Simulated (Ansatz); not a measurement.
Input of an Ansatz 0.2.0 run:

input.yaml

```yaml
crystal:
  lattice:
    - [0.0, 2.3885, 2.3885]
    - [2.3885, 0.0, 2.3885]
    - [2.3885, 2.3885, 0.0]
  atoms:
    - { symbol: As, position: [0.75, 0.75, 0.75] }
    - { symbol: B, position: [0.0, 0.0, 0.0] }
kpoints:
  mp_grid: { grid: [6, 6, 6] }
scf:
  occupations: { method: fermi_dirac, width: 0.05 }
hamiltonian:
  xc: pbe
  pseudopotentials: { kind: all_electron, datasets: crystal }
output:
  forces: true
  stress: true
  eigenvalues: true
```

Potentials or basis: all-electron PAW datasets made for the crystal.

Command:

```sh
$ ansatz run input.yaml --threads 1 --pin off --max-ram 3072MiB --backend cpu --events-out ev --progress --plain --runs-dir out
```

(1) Estimate the band gap on the k mesh.

(2) Predict the pressure.

Answers

(1) 1.28 eV, indirect (least direct gap 3.28 eV).

(2) 2.8 GPa.
